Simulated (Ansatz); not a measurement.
# 97Mo nuclear quadrupole resonance in MoS2

Cell: a COD entry whose atoms were relaxed with PBE, the cell held.

```xyz
3
Lattice="1.5815 0.9131 6.1233 -1.5815 0.9131 6.1233 0.0000 -1.8262 6.1233" Properties=species:S:1:pos:R:3 pbc="T T T"
Mo    0.0000    0.0000   -0.0001
S     0.0000    0.0000    4.5612
S     0.0000    0.0000    7.6862
```

Atom numbers follow the list; atoms alike are taken as one site, whose name carries the number of the first.

The numbers come from a DFT calculation in Ansatz (PBE, plane waves and PAW, scalar-relativistic, collinear spin, 420 eV cutoff, Γ-centred 16×16×16 k-points, Fermi–Dirac smearing 0.02 eV). Start moments as typed (μB): 2 on each Mo, none on the rest.

97Mo: I = 5/2, Q = 255.0 mb (year-2017 value). Static lattice, zero field.

Q: The simulated lines lie at 6.85, 13.7 MHz. What are |C_Q|, η and |V_zz| at Mo?

A: For I = 5/2 and η = 0 the lines are 3|C_Q|/20 and twice that; η pulls their ratio below 2. Here |C_Q| = 45.7 MHz, η = 0.00 and |V_zz| = 7.41 × 10²¹ V/m². The calculation gives V_zz negative; the lines don't show the sign. The site has 6 S at 2.40 Å.

An axis of threefold or higher order runs through Mo, so V_zz lies along it and η is zero.

Without spin–orbit coupling (the program notes it for Mo) the gradients can shift somewhat, as the gap is small. The start moments die out, and the run ends without spin.
